A density-functional calculation with the PBE functional gives silicon a set of starting levels. A many-body calculation (self-consistent COHSEX, followed by a G0W0 step) corrects them: the exchange between electrons is screened by the other electrons, and each state receives a weight. The table lists the highest filled and the lowest empty level at eight points of reciprocal space, with the top filled level as zero in each column.

ABINIT 10.8.3; functional PBE, dispersion none, spin orbit no, k mesh 4x4x4, occupations fixed, potentials PseudoDojo NC SR PBE v0.4.1 standard, wave cutoff 380.959 eV, job gw.

| row | state k a (reciprocal cell vector) | state k b (reciprocal cell vector) | state k c (reciprocal cell vector) | state band | state start level (eV) | state corrected level (eV) | state weight z |
| --- | --- | --- | --- | --- | --- | --- | --- |
| 1 | 0.000 | 0.000 | 0.000 | top filled | 0.000 | 0.000 | 0.791 |
| 2 | 0.000 | 0.000 | 0.000 | first empty | 2.530 | 3.819 | 0.792 |
| 3 | 0.250 | 0.000 | 0.000 | top filled | -0.752 | -0.779 | 0.788 |
| 4 | 0.250 | 0.000 | 0.000 | first empty | 1.936 | 3.177 | 0.795 |
| 5 | 0.500 | 0.000 | 0.000 | top filled | -1.187 | -1.269 | 0.787 |
| 6 | 0.500 | 0.000 | 0.000 | first empty | 1.445 | 2.663 | 0.798 |
| 7 | 0.250 | 0.250 | 0.000 | top filled | -1.860 | -1.960 | 0.784 |
| 8 | 0.250 | 0.250 | 0.000 | first empty | 1.133 | 2.253 | 0.801 |
| 9 | 0.500 | 0.250 | 0.000 | top filled | -2.172 | -2.318 | 0.782 |
| 10 | 0.500 | 0.250 | 0.000 | first empty | 1.525 | 2.671 | 0.803 |
| 11 | -0.250 | 0.250 | 0.000 | top filled | -1.312 | -1.383 | 0.786 |
| 12 | -0.250 | 0.250 | 0.000 | first empty | 2.417 | 3.661 | 0.797 |
| 13 | 0.500 | 0.500 | 0.000 | top filled | -2.808 | -3.038 | 0.772 |
| 14 | 0.500 | 0.500 | 0.000 | first empty | 0.736 | 1.825 | 0.806 |
| 15 | -0.250 | 0.500 | 0.250 | top filled | -3.776 | -3.991 | 0.775 |
| 16 | -0.250 | 0.500 | 0.250 | first empty | 4.267 | 5.426 | 0.793 |

**(a) Does the correction stretch all energy differences in proportion, or does it add a step between filled and empty levels?**

*Solution.* Compare the two levels at the same point, so that the choice of zero drops out. The starting direct gap runs from 2.5 to 8.0 eV, yet the correction opens it by only 1.2 to 1.4 eV throughout. A proportional stretch would open the widest gap about three times as much as the narrowest. The correction is therefore close to a step, and for another point of the same crystal a fair guess is the starting gap plus about 1.3 eV.

The step comes from exchange. Electrons of equal spin avoid each other, which lowers the energy of an orbital to the extent that it overlaps with the filled ones. A filled orbital belongs to that set and gains more than an empty one does. PBE replaces this by one local potential for both, and its level difference also lacks the jump in potential that an added electron causes.

The hydrogen molecule shows the idea in its simplest form. An electron in the filled orbital is repelled by one partner, whereas an extra electron in the empty orbital is repelled by two. In silicon the orbitals spread over the crystal and the repulsion is screened, so the gain comes from exchange with all filled orbitals together, and the step is far smaller.

The size of the step deserves less trust than its evenness. The lowest gap in the table rises from 0.7 to 1.8 eV, while the measured one is roughly 1.2 eV. The coarse mesh misses the true band edge, but this explains only a small part of the excess. Likely causes, untested here, are the intermediate stage with static screening, which tends to open gaps too far, and the unconverged mesh, bands and cutoffs.

**(b) The highest empty level, row 16, rises less than several lower ones. Does this break the picture, and does the correction move the valley in which a transistor's electrons collect?**

*Solution.* The step depends on whether a level is filled, and the smaller remainder depends on the shape of its orbital, not on energy alone. At the zone centre (row 2) symmetry keeps s character out of the lowest empty level, which is antibonding p; away from the centre s and p can mix. Such differences probably explain why row 16 rises 0.13 eV less than row 2, though mesh, bands and cutoffs are not converged and differences this small may change. Its filled partner, row 15, sinks by 0.2 eV, so the direct gap there still opens the most.

In a transistor channel, electrons collect in the lowest empty valley. On this mesh that is the point X (row 14) before and after the correction, and the level at L (row 6) stays 0.7 to 0.8 eV higher. PBE thus already picks the right valley. The true minimum lies a little short of X, between the points of this mesh.

**(c) Why is the state weight close to 0.8 in every row, and why does it mostly fall away from the gap?**

*Solution.* The weight $Z$ is the share of a removed or added electron that appears as one sharp level. The rest goes into states in which the hole or electron has also set the valence electrons swinging as a plasmon. From the valence density, this costs $\hbar\omega_p\approx16$ eV, far more than the distance of any listed level from the gap, so the mixing is modest and similar everywhere. A deeper hole can pay part of the cost by moving up to the band edge, and therefore mixes more. A higher electron can do the same by dropping to the lowest empty level.

Let $s=1/Z-1$ measure the mixing, and let $x$ be the distance from mid-gap divided by $\hbar\omega_p$ plus half the gap, 17.3 eV. If holes and electrons at the band edges couple equally to the plasmon, second-order perturbation theory gives

$$s\propto\frac{1}{(1-x)^2}+\frac{1}{(1+x)^2}.$$

For row 13, $x=(3.04+0.91)/17.3=0.228$ and the sum is 2.34. For the top filled level, $x=0.91/17.3=0.053$ and the sum is 2.02. The mixing should grow by 16 %; the table gives 12 %.

For row 15 the estimate is 27 %, against a calculated 10 %. It puts every intermediate hole at the band edge, whereas real ones lie throughout the band and cost more. For several empty levels near the gap, such as rows 6 and 8, the error is the other way: the calculated change is up to about three times the estimate. Nor can a formula in energy alone explain why row 13, not the deeper row 15, has the lowest weight, or why rows 6 and 10, almost equal in energy, have weights of 0.798 and 0.803. Distance from the gap is thus only part of the reason, and the shape of the orbital probably matters too. The calculation itself describes screening by plasmon poles, so the comparison tests the role of distance from the gap, not the existence of the plasmon. The output below gives the comparison for every row, with filled and empty levels each measured against their own band edge. The formula makes the mixing at the two edges equal, but the calculated weights there are 0.791 and 0.806, so the assumed equal coupling holds only roughly.

Numerical output:

```
Shifts and self-energy slopes (opening is 0 on filled rows, where it has no meaning):
  row  shift eV  direct gap opening eV  slope above band edge %  estimated slope above band edge %
    1         0                      0                        0                                  0
    2     1.289                  1.289                    9.112                              7.951
    3    -0.027                      0                    1.822                              2.052
    4     1.241                  1.268                    7.132                              4.401
    5    -0.082                      0                    2.432                              4.014
    6     1.218                    1.3                    5.168                               2.26
    7      -0.1                      0                    4.272                              7.737
    8      1.12                   1.22                    3.218                             0.9697
    9    -0.146                      0                    5.507                              10.14
   10     1.146                  1.292                    1.926                              2.289
   11    -0.071                      0                    3.044                              4.549
   12     1.244                  1.315                    5.821                              6.982
   13     -0.23                      0                    11.78                              16.08
   14     1.089                  1.319                        0                                  0
   15    -0.215                      0                    9.878                              26.58
   16     1.159                  1.374                     8.45                              21.88
Opening of the indirect gap on the mesh, row 14 [eV]: 1.089
Largest rise of an empty level [eV]: 1.289
Largest sinking of a filled level [eV]: 0.23
Smallest starting direct gap [eV]: 2.53
Largest starting direct gap [eV]: 8.043
Smallest opening at a fixed k point [eV]: 1.22
Largest opening at a fixed k point [eV]: 1.374
Largest opening as share of the starting direct gap [%]: 50.95
Smallest opening as share of the starting direct gap [%]: 17.08
Rise of row 16 short of the largest rise [eV]: 0.13
Sinking of row 13 beyond that of row 15 [eV]: 0.015
Empty level at L above that at X, start [eV]: 0.709
Empty level at L above that at X, corrected [eV]: 0.838
Plasma energy from the valence density [eV]: 16.41
Smallest share of weight outside the main peak [%]: 19.4
Largest share of weight outside the main peak [%]: 22.8
Indirect gap on the mesh less the rough recalled measured 1.2 eV [eV]: 0.625
```
